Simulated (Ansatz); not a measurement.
# Os (P6_3/mmc) in Ansatz: further runs

The runs below take Os through single point, with PBE, RPBE.

Everything below comes from runs of Ansatz 0.2.0. Logs are shortened: lines on timing, memory, paths and dates and some standing lists are left out, and cuts for length are marked.

### 1 The structure

It takes space group P6_3/mmc (No. 194, hexagonal). The conventional cell has a = 2.734 Å, b = 2.734 Å, c = 4.320 Å, α = 90.00°, β = 90.00°, γ = 120.00°. Os (site symmetry -6m2) is surrounded by 12 Os at 2.68 to 2.73 Å.

### 2 Single point, PBE

File input.yaml:

```yaml
crystal:
  lattice:
    - [2.7341, 0.0, 0.0]
    - [-1.36705, 2.3678000565, 0.0]
    - [0.0, 0.0, 4.3197]
  atoms:
    - { symbol: Os, position: [0.6666666667, 0.3333333333, 0.75] }
    - { symbol: Os, position: [0.3333333333, 0.6666666667, 0.25] }
kpoints:
  mp_grid: { grid: [11, 11, 6] }
scf:
  occupations: { method: gaussian, width: 0.024 }
hamiltonian:
  xc: pbe
  pseudopotentials: { kind: all_electron, lapw: { basis_error: 0.001 } }
output:
  forces: true
  stress: true
  eigenvalues: true
```

Potentials or basis: all-electron LAPW, scalar-relativistic.

Run with:

```bash
> ansatz run input.yaml --threads 1 --pin off --max-ram 3072MiB --backend cpu --events-out ev --progress --plain --runs-dir out
```

Log:

```text
Warning: RAYON_NUM_THREADS=1 ignored (pool sized by the plan → 1); use --threads N
LAPW: plane waves up to 8.799 Å⁻¹, error target 1.0e-3 eV per atom; small_component_spin mean_spin; Os in spheres of 1.338 Å, 40 of its electrons in bands, Dirac shells [] (how accurate: hamiltonian.pseudopotentials.lapw.basis_error, Limitations)
Engine: ansatz 0.2.0, x86_64-unknown-linux-gnu
Pseudopotentials: kind: all_electron
Pseudopotential: Os, LAPW, valence charge 40, lapw/all_electron/scalar/gaussian/Os, Koelling and Harmon's equation, gaussian nucleus
Functional definition: PBE
  parameter kappa = 0.804
  parameter beta = 0.06672455060314922
  exchange = pbe_x(kappa = kappa, mu = beta*pi^2/3)
  correlation = pbe_c(beta = beta)
Crystal: 2 atoms, lattice volume = 27.965 Å³
Basis set: ecut = 294.9520090159875 eV, 313 PW (Γ), exchange–correlation at level 2
Bands: 48, of which v1, the nominal top of the filled ones, is band 40 counted from 1 (39 counted from 0)
Symmetry: 24 space group operations
Space group: P63/mmc (ITA 194), of the structure as read, at distance tolerance 3.0e-5 Å
k-points: 64 of 726
Non-local potential: Os, projectors of the file, none
Initial density: superposition of atomic densities (chi_scale 0.1, normalization cell)
Initial wavefunctions: plane waves of lowest kinetic energy (no species holds an atomic orbital)
Functional: x = pbe(κ = 0.804, μ = 0.2195149727645171), c = pbe(β = 0.06672455060314922)
iter 1 solved again at ethr=1.18e-4 eV; its pass at ethr=1.00e-1 eV (dr2=9.44e-2 eV) is discarded
SCF iter   1: F=—  HF=-938852.096704 eV  |F-HF|=—  |Δ(HF+E_count)|=         —  Δρ=2.83e-2  dr2=9.49e-2  ethr=1.18e-4  ⟨swp⟩=3.1  Hψ=19581  notcnv=0
preconditioner: auto → Kerker (q_TF=auto, 3.251 Å⁻¹)  [metal: Δε(μ)=0.013 eV  Ē_g=41.897 eV  σ=0.024 eV  W_gap=0.30  n_scr=22 (ndim 8)  ℏωp=52.5 eV  f_vac=0.000  D(μ)=1.28/eV (n_scr^D=8)]
SCF iter   2: F=—  HF=-938851.808801 eV  |F-HF|=—  |Δ(HF+E_count)|=   2.88e-1  Δρ=1.21e-2  dr2=2.23e-2  ethr=1.18e-4  ⟨swp⟩=2.7  Hψ=9547  notcnv=0
preconditioner: auto → Resta (q_TF=auto, 3.251 Å⁻¹)  ε∞=2.5  [insulator: Δε(μ)=0.037 eV  Ē_g=42.655 eV  σ=0.024 eV  W_gap=0.55  n_scr=22 (ndim 8)  ℏωp=52.5 eV  f_vac=0.000  D(μ)=1.54/eV (n_scr^D=22)  ε∞_Penn≈2.5]
SCF iter   3: F=—  HF=-938851.797051 eV  |F-HF|=—  |Δ(HF+E_count)|=   1.18e-2  Δρ=7.13e-3  dr2=8.40e-3  ethr=2.79e-5  ⟨swp⟩=2.0  Hψ=9010  notcnv=0
SCF iter   4: F=—  HF=-938851.796535 eV  |F-HF|=—  |Δ(HF+E_count)|=   5.16e-4  Δρ=3.02e-3  dr2=1.78e-3  ethr=1.05e-5  ⟨swp⟩=2.0  Hψ=9004  notcnv=0
iter 5 solved again at ethr=6.23e-8 eV; its pass at ethr=2.23e-6 eV (dr2=4.99e-5 eV) is discarded
SCF iter   5: F=—  HF=-938851.796777 eV  |F-HF|=—  |Δ(HF+E_count)|=   2.42e-4  Δρ=4.47e-4  dr2=4.97e-5  ethr=6.23e-8  ⟨swp⟩=2.0  Hψ=15280  notcnv=0
SCF iter   6: F=—  HF=-938851.796788 eV  |F-HF|=—  |Δ(HF+E_count)|=   1.14e-5  Δρ=5.78e-5  dr2=7.54e-7  ethr=6.21e-8  ⟨swp⟩=2.0  Hψ=8968  notcnv=0
SCF iter   7: F=-938851.796788 eV  HF=-938851.796788 eV  |F-HF|=5.36e-9  |Δ(HF+E_count)|=   2.51e-8  Δρ=7.97e-6  dr2=1.51e-8  ethr=9.42e-10  ⟨swp⟩=2.1  Hψ=8973  notcnv=0
SCF 1 converged in 7 iterations: F = -938851.796788 eV  dr2 = 1.51e-8
SCF converged after 7 iterations
Free energy (F): -938851.796788 eV
Harris-Foulkes:  -938851.796788 eV  (|F-HF|=5.36e-9)
Internal energy: -938851.796352 eV  (E = F + TS)
E sigma→0 (E₀):  -938851.796570 eV
Entropy (-TS):   -0.000436 eV (-0.218 meV/atom)
Fermi energy:    32.688345 eV
--- Per-component energies (eV) ---
  E_band       = -5011.751765
  E_kinetic    = 1058629.529520
  E_xc         = -18518.886878
  E_electrostatic = -1978962.438995  (all electrons and nuclei)
  E_smearing   = -0.000436  (= −TS)
  E_closure    = 0.000000  (closes the sum)
  E_atoms      = -938829.822605  (free atoms, spherical and without spin; not in F)
  Σ components = -938851.796788   (vs F -938851.796788, Δ=0.00e0)
  Basis errors (estimates in eV, not in F): energy 2.2e-4 per atom: plane waves 2.0e-4 (1.0e-4 summed), levels above the bands 0.0e0, relativity 7.6e-8, radial functions 2.4e-5, core shells 1.2e-6; eigenvalues (radial functions only) 3.9e-6; not estimated: angular momenta, meshes, grids; target (lapw.basis_error) 1.0e-3; muffin-tin radii Os 1.338 Å
--- Forces (eV/Å), atoms counted from 1 ---
  atom   1  Os     0.00000000     0.00000000     0.00000000
  atom   2  Os     0.00000000    -0.00000000     0.00000000
  max |Σ_I F_I| component: 3.70e-17 eV/Å
--- Stress (GPa, compression-positive) ---
        8.622010       0.000000       0.000000
        0.000000       8.622010      -0.000000
        0.000000      -0.000000       8.990124
  P = ⅓ Tr σ = 8.7447 GPa (87.447 kbar)
--- Band table (eV; the first three rows and the last of 64) ---
  k-point 0: bands = ["-234.7986", "-234.7986", "-234.7851", "-234.7851", "-234.7851", "-234.7851", "-234.7825", "-234.7825", "-234.7825", "-234.7825", "-53.8600", "-53.7433", "-14.3646", "-14.3553", "-14.3553", "-14.3523", "-14.3484", "-14.3473", "-14.3422", "-14.3422", "-14.3417", "-14.3417", "-14.3409", "-14.3409", "-14.3306", "-14.3295", "-13.8801", "-12.9320", "-12.9320", "-12.7553", "-12.7553", "-12.7081", "21.8000", "24.9448", "29.6939", "29.6939", "29.9467", "30.5390", "30.5390", "31.1866", "31.1866", "32.7595", "34.4460", "34.4460", "41.7817", "46.0439", "48.4650", "49.7360"]
  k-point 1: bands = ["-234.7986", "-234.7986", "-234.7851", "-234.7851", "-234.7851", "-234.7851", "-234.7825", "-234.7825", "-234.7825", "-234.7825", "-53.8522", "-53.7512", "-14.3640", "-14.3555", "-14.3555", "-14.3536", "-14.3482", "-14.3471", "-14.3457", "-14.3457", "-14.3409", "-14.3409", "-14.3379", "-14.3379", "-14.3305", "-14.3296", "-13.8057", "-12.9203", "-12.9203", "-12.7912", "-12.7673", "-12.7673", "22.1450", "24.9844", "29.5155", "29.5155", "29.7502", "30.3221", "30.3221", "31.6734", "31.6734", "31.7319", "34.4781", "34.4781", "43.2570", "45.4798", "48.6981", "49.8517"]
  k-point 2: bands = ["-234.7986", "-234.7986", "-234.7851", "-234.7851", "-234.7851", "-234.7851", "-234.7825", "-234.7825", "-234.7825", "-234.7825", "-53.8310", "-53.7726", "-14.3622", "-14.3564", "-14.3553", "-14.3553", "-14.3501", "-14.3501", "-14.3477", "-14.3470", "-14.3383", "-14.3383", "-14.3362", "-14.3362", "-14.3303", "-14.3298", "-13.5998", "-13.0147", "-12.8882", "-12.8882", "-12.7998", "-12.7998", "23.0830", "24.9135", "29.3227", "29.3723", "29.3723", "29.8740", "29.8740", "30.0154", "32.6607", "32.6607", "34.3110", "34.3110", "45.2111", "46.3470", "47.1554", "51.5289"]
  k-point 63: bands = ["-234.7986", "-234.7986", "-234.7851", "-234.7851", "-234.7851", "-234.7851", "-234.7825", "-234.7825", "-234.7825", "-234.7825", "-53.7370", "-53.7370", "-14.3552", "-14.3552", "-14.3547", "-14.3547", "-14.3529", "-14.3529", "-14.3463", "-14.3463", "-14.3395", "-14.3395", "-14.3380", "-14.3380", "-14.3361", "-14.3361", "-13.6500", "-13.6500", "-13.3375", "-13.3375", "-12.9140", "-12.9140", "26.6835", "26.6835", "27.9319", "27.9319", "29.2959", "29.2959", "31.4545", "31.4545", "34.4831", "34.4831", "40.4218", "40.4218", "42.2133", "42.2133", "44.7199", "44.7199"]
```

It took 37 s on 1 thread of Intel Xeon at 2.50GHz (Skylake/Cascade Lake), shared host; peak memory 0.44 GiB.

What came out:

- Free energy: -938851.7968 eV
- Pressure: 8.7 GPa
- Band gap on the k mesh: none (metal or under the smearing width)

Stress tensor (GPa, compression positive):
```
8.62 0.00 0.00
0.00 8.62 0.00
0.00 0.00 8.99
```

The run has no spin-orbit coupling, so splittings on Os are missing.

### 3 Single point, PBE

input.yaml: that of step 2 with these lines changed.

```diff
@@ -11,3 +11,3 @@
 scf:
-  occupations: { method: gaussian, width: 0.024 }
+  occupations: { method: gaussian, width: 0.012 }
 hamiltonian:
```

Potentials or basis: all-electron LAPW, scalar-relativistic.

Run with:

```bash
> ansatz run input.yaml --threads 1 --pin off --max-ram 3072MiB --backend cpu --events-out ev --progress --plain --runs-dir out
```

Log:

```text
Warning: RAYON_NUM_THREADS=1 ignored (pool sized by the plan → 1); use --threads N
LAPW: plane waves up to 8.799 Å⁻¹, error target 1.0e-3 eV per atom; small_component_spin mean_spin; Os in spheres of 1.338 Å, 40 of its electrons in bands, Dirac shells [] (how accurate: hamiltonian.pseudopotentials.lapw.basis_error, Limitations)
Engine: ansatz 0.2.0, x86_64-unknown-linux-gnu
Pseudopotentials: kind: all_electron
Pseudopotential: Os, LAPW, valence charge 40, lapw/all_electron/scalar/gaussian/Os, Koelling and Harmon's equation, gaussian nucleus
Functional definition: PBE
  parameter kappa = 0.804
  parameter beta = 0.06672455060314922
[... 40 lines left out ...]
--- Forces (eV/Å), atoms counted from 1 ---
  atom   1  Os     0.00000000     0.00000000     0.00000000
  atom   2  Os     0.00000000    -0.00000000     0.00000000
  max |Σ_I F_I| component: 3.70e-17 eV/Å
--- Stress (GPa, compression-positive) ---
        8.643199       0.000000       0.000000
        0.000000       8.643199      -0.000000
        0.000000      -0.000000       8.944335
  P = ⅓ Tr σ = 8.7436 GPa (87.436 kbar)
--- Band table (eV; the first three rows and the last of 64) ---
  k-point 0: bands = ["-234.7987", "-234.7987", "-234.7852", "-234.7852", "-234.7852", "-234.7852", "-234.7825", "-234.7825", "-234.7825", "-234.7825", "-53.8600", "-53.7433", "-14.3647", "-14.3553", "-14.3553", "-14.3524", "-14.3484", "-14.3473", "-14.3423", "-14.3423", "-14.3418", "-14.3418", "-14.3409", "-14.3409", "-14.3306", "-14.3295", "-13.8803", "-12.9320", "-12.9320", "-12.7553", "-12.7553", "-12.7082", "21.8000", "24.9448", "29.6940", "29.6940", "29.9467", "30.5391", "30.5391", "31.1865", "31.1865", "32.7594", "34.4460", "34.4460", "41.7817", "46.0439", "48.4649", "49.7360"]
  k-point 1: bands = ["-234.7987", "-234.7987", "-234.7852", "-234.7852", "-234.7852", "-234.7852", "-234.7825", "-234.7825", "-234.7825", "-234.7825", "-53.8523", "-53.7512", "-14.3641", "-14.3556", "-14.3556", "-14.3537", "-14.3482", "-14.3472", "-14.3457", "-14.3457", "-14.3410", "-14.3410", "-14.3379", "-14.3379", "-14.3305", "-14.3296", "-13.8059", "-12.9203", "-12.9203", "-12.7914", "-12.7673", "-12.7673", "22.1450", "24.9843", "29.5155", "29.5155", "29.7502", "30.3221", "30.3221", "31.6733", "31.6733", "31.7319", "34.4780", "34.4780", "43.2570", "45.4798", "48.6981", "49.8517"]
  k-point 2: bands = ["-234.7987", "-234.7987", "-234.7852", "-234.7852", "-234.7852", "-234.7852", "-234.7825", "-234.7825", "-234.7825", "-234.7825", "-53.8310", "-53.7727", "-14.3623", "-14.3565", "-14.3554", "-14.3554", "-14.3501", "-14.3501", "-14.3477", "-14.3470", "-14.3384", "-14.3384", "-14.3362", "-14.3362", "-14.3303", "-14.3298", "-13.5999", "-13.0148", "-12.8882", "-12.8882", "-12.7998", "-12.7998", "23.0830", "24.9135", "29.3226", "29.3723", "29.3723", "29.8740", "29.8740", "30.0153", "32.6607", "32.6607", "34.3110", "34.3110", "45.2112", "46.3470", "47.1554", "51.5288"]
  k-point 63: bands = ["-234.7987", "-234.7987", "-234.7852", "-234.7852", "-234.7852", "-234.7852", "-234.7825", "-234.7825", "-234.7825", "-234.7825", "-53.7371", "-53.7371", "-14.3553", "-14.3553", "-14.3548", "-14.3548", "-14.3530", "-14.3530", "-14.3464", "-14.3464", "-14.3395", "-14.3395", "-14.3380", "-14.3380", "-14.3362", "-14.3362", "-13.6500", "-13.6500", "-13.3375", "-13.3375", "-12.9141", "-12.9141", "26.6834", "26.6834", "27.9319", "27.9319", "29.2959", "29.2959", "31.4545", "31.4545", "34.4830", "34.4830", "40.4218", "40.4218", "42.2132", "42.2132", "44.7199", "44.7199"]
```

Run time: 36 s. Hardware: 1 thread of Intel Xeon at 2.50GHz (Skylake/Cascade Lake), shared host; peak memory 0.44 GiB.

Results:

```yaml
Free_energy: -938851.7966 eV
Pressure: 8.7 GPa
Band_gap_on_the_k_mesh: none (metal or under the smearing width)
```

### 4 Single point, RPBE

input.yaml: that of step 3 with these lines changed.

```diff
@@ -11,5 +11,5 @@
 scf:
-  occupations: { method: gaussian, width: 0.012 }
+  occupations: { method: gaussian, width: 0.1 }
 hamiltonian:
-  xc: pbe
+  xc: rpbe
   pseudopotentials: { kind: all_electron, lapw: { basis_error: 0.001 } }
```

Potentials or basis: all-electron LAPW, scalar-relativistic.

Run with:

```bash
> ansatz run input.yaml --threads 1 --pin off --max-ram 3072MiB --backend cpu --events-out ev --progress --plain --runs-dir out
```

Log:

```text
[... 60 lines left out ...]
  k-point 1: bands = ["-234.7717", "-234.7717", "-234.7580", "-234.7580", "-234.7580", "-234.7580", "-234.7561", "-234.7561", "-234.7561", "-234.7561", "-53.7820", "-53.6810", "-14.2953", "-14.2868", "-14.2868", "-14.2849", "-14.2803", "-14.2793", "-14.2770", "-14.2770", "-14.2723", "-14.2723", "-14.2692", "-14.2692", "-14.2627", "-14.2617", "-13.7410", "-12.8595", "-12.8595", "-12.7282", "-12.7067", "-12.7067", "22.2275", "25.0655", "29.5950", "29.5950", "29.8311", "30.4008", "30.4008", "31.7518", "31.7518", "31.8006", "34.5540", "34.5540", "43.3462", "45.5407", "48.7595", "49.9169"]
  k-point 2: bands = ["-234.7717", "-234.7717", "-234.7580", "-234.7580", "-234.7580", "-234.7580", "-234.7561", "-234.7561", "-234.7561", "-234.7561", "-53.7608", "-53.7025", "-14.2935", "-14.2878", "-14.2866", "-14.2866", "-14.2814", "-14.2814", "-14.2798", "-14.2791", "-14.2697", "-14.2697", "-14.2675", "-14.2675", "-14.2625", "-14.2619", "-13.5354", "-12.9513", "-12.8274", "-12.8274", "-12.7393", "-12.7393", "23.1648", "24.9946", "29.4026", "29.4518", "29.4518", "29.9531", "29.9531", "30.0896", "32.7383", "32.7383", "34.3870", "34.3870", "45.2719", "46.4244", "47.2222", "51.6109"]
  k-point 63: bands = ["-234.7717", "-234.7717", "-234.7580", "-234.7580", "-234.7580", "-234.7580", "-234.7561", "-234.7561", "-234.7561", "-234.7561", "-53.6669", "-53.6669", "-14.2865", "-14.2865", "-14.2860", "-14.2860", "-14.2842", "-14.2842", "-14.2784", "-14.2784", "-14.2710", "-14.2710", "-14.2694", "-14.2694", "-14.2682", "-14.2682", "-13.5871", "-13.5871", "-13.2758", "-13.2758", "-12.8517", "-12.8517", "26.7634", "26.7634", "28.0072", "28.0072", "29.3683", "29.3683", "31.5317", "31.5317", "34.5606", "34.5606", "40.4942", "40.4942", "42.3090", "42.3090", "44.7841", "44.7841"]
```

It took 37 s on 1 thread of Intel Xeon at 2.50GHz (Skylake/Cascade Lake), shared host; peak memory 0.44 GiB.

What came out:

```
Free energy            : -938878.1211 eV
Pressure               : 12.9 GPa
Band gap on the k mesh : none (metal or under the smearing width)
```

The run has no spin-orbit coupling, so splittings on Os are missing.

### 5 Single point, PBE

input.yaml: that of step 4 with these lines changed.

```diff
@@ -11,5 +11,5 @@
 scf:
-  occupations: { method: gaussian, width: 0.1 }
+  occupations: { method: gaussian, width: 0.027 }
 hamiltonian:
-  xc: rpbe
+  xc: pbe
   pseudopotentials: { kind: all_electron, lapw: { basis_error: 0.001 } }
```

Run with:

```bash
> ansatz run input.yaml --threads 1 --pin off --max-ram 3072MiB --backend cpu --events-out ev --progress --plain --runs-dir out
```

It took 39 s on 1 thread of Intel Xeon at 2.50GHz (Skylake/Cascade Lake), shared host; peak memory 0.44 GiB.

It converged, with:

- Free energy: -938851.7968 eV
- Pressure: 8.7 GPa
- Band gap on the k mesh: none (metal or under the smearing width)

Stress tensor (GPa, compression positive):
```
8.62 0.00 0.00
0.00 8.62 0.00
0.00 0.00 9.00
```

Levels at points of the mesh, in eV from the Fermi level:
```tsv
k point	band 38	band 39	band 40	band 41	band 42	band 43
(0.00, 0.00, 0.00)	-2.15	-2.15	-1.50	-1.50	0.07	1.76
(0.00, 0.00, -0.50)	-3.19	-3.19	-3.19	0.97	0.97	0.97
```

### 6 The reference run

An earlier run on the cell as given: functional PBE; potentials or basis all-electron LAPW, scalar-relativistic; cutoff 295 eV (chosen from the basis error); basis error allowed 0.001 eV/atom; k mesh 11 × 11 × 6; occupations fermi-dirac, width 0.05 eV; no spin polarisation.

* Pressure: 8.8 GPa
* Band gap on the k mesh: none (metal or under the smearing width)

### 7 Summary

| level | smearing | gap on the mesh (eV) | pressure (GPa) |
| --- | --- | --- | --- |
| PBE | gaussian 0.024 eV | none | 8.7 |
| PBE | gaussian 0.012 eV | none | 8.7 |
| RPBE | gaussian 0.1 eV | none | 12.9 |
| PBE | gaussian 0.027 eV | none | 8.7 |
| PBE | fermi-dirac 0.05 eV | none | 8.8 |

Alike in all rows: task single point; potentials or basis all-electron LAPW, scalar-relativistic; no spin polarisation; cell as given; k mesh 11 × 11 × 6; cutoff (eV) 295; basis error allowed 0.001 eV/atom.

Every run on the cell as given and a fine mesh finds a metal. The pressure there spans 8.7 GPa (PBE) to 12.9 GPa (RPBE); a positive pressure means that this level wants a larger cell, a negative one a smaller.

Compare energies only between runs with the same functional and basis.
